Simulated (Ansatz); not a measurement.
## Field gradients of Si₃N₄ from run to run

Cell of run 1: an entry of the Crystallography Open Database (COD; perhaps a calculated or model structure), atoms as given.

Space group P6_3 (No. 173); a = 7.6020, c = 2.9060 Å, γ = 120.00°.

```
site  Wyckoff  site symmetry       x       y       z
  Si       6c              1  0.7685  0.1745  0.2500
  N7       6c              1  0.0305  0.3302  0.2459
 N13       2b            3..  0.6667  0.3333  0.2502
```

One atom of each set is listed.

Relaxed positions (PBE, cell held):

Si (0.7675, 0.1737, 0.2483)
N7 (0.0296, 0.3297, 0.2483)
N13 (0.6667, 0.3333, 0.2481)

All runs are DFT with Ansatz 0.2.0 (plane waves and PAW, scalar-relativistic unless spin–orbit coupling is named, Γ-centred meshes, Fermi–Dirac smearing where given) in this cell.

Run 1: PBE, gradients read without the response of the cores, atoms as given; 420 eV, 4×4×10 k-points, smearing 0.02 eV.
Run 2: PBE, gradients read without the response of the cores, atoms relaxed; 420 eV, 4×4×10 k-points, smearing 0.02 eV.
Run 3: r2SCAN, gradients read without the response of the cores, at the relaxed atoms; 500 eV, 4×4×10 k-points, smearing 0.02 eV.
Run 4: HSE06, gradients read without the response of the cores, at the relaxed atoms; 420 eV, 3×3×5 k-points, smearing 0.02 eV.

Problem. What does each run give, and what moves the gradients most?

Solution. 

```
run  Si V_zz (η)   N7 V_zz (η)  N13 V_zz (η)
  1  0.97 (0.39)  -5.13 (0.07)  -5.10 (0.00)
  2  0.91 (0.27)  -5.13 (0.07)  -5.07 (0.00)
  3  0.91 (0.24)  -5.15 (0.08)  -5.17 (0.00)
  4  0.95 (0.18)  -5.20 (0.07)  -5.17 (0.00)
```

V_zz in 10²¹ V/m². Against run 1, the gradient tensors on these sites move by at most 0.36 in run 2 (Si), 0.37 in run 3 (Si), 0.39 in run 4 (Si). Taken one at a time, the positions of the atoms (as given or relaxed) move the tensors on these sites by up to 0.36 (largest principal value of the change, on Si), the functional (between the two that differ most) by 0.10 (N13).

In run 1 the atoms aren't at the calculated equilibrium (largest force 0.30 eV/Å). The cell isn't the equilibrium one in runs 1, 2 (calculated pressure 6, 6 GPa), and the entry's cell may itself be off.
